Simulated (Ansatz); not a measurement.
## Ga in Ansatz: the effect of functional

The system is Ga.

```xyz
2
Lattice="1.3830 -4.0265 0.0000 1.3830 4.0265 0.0000 -0.1174 0.0000 3.3299" Properties=species:S:1:pos:R:3 pbc="T T T"
Ga    1.2949    2.9716    2.4974
Ga    1.3536   -2.9716    0.8325
```

This isn't the form of Ga at room conditions, which is orthorhombic.

Alike in all runs:

| Quantity | Value |
| --- | --- |
| Program | Ansatz 0.2.0 |
| Task | band structure |
| Potentials or basis | Ansatz PAW |
| k mesh | 6 × 6 × 5 |
| Occupations | fermi-dirac, width 0.05 eV |
| Spin | no spin polarisation |

Question: One run gave: pressure -3.8 GPa; largest force 0.16 eV/Å. Which functional did it use?
A. r2SCAN
B. LDA
C. PBEsol

Answer: B.

```csv
functional,cutoff,pressure (GPa),largest force (eV/Å)
LDA,420 eV (not typed: the program's choice for these potentials),-3.8,0.16
PBEsol,420 eV (not typed: the program's choice for these potentials),-1.8,0.17
r2SCAN,500 eV (not typed: the program's choice for these potentials),-1.5,0.16
```

Caveats: all runs use coarse meshes; the PAW data sets come from PBE, with cores solved anew for the run's functional, which leaves a small shift of forces and pressure.
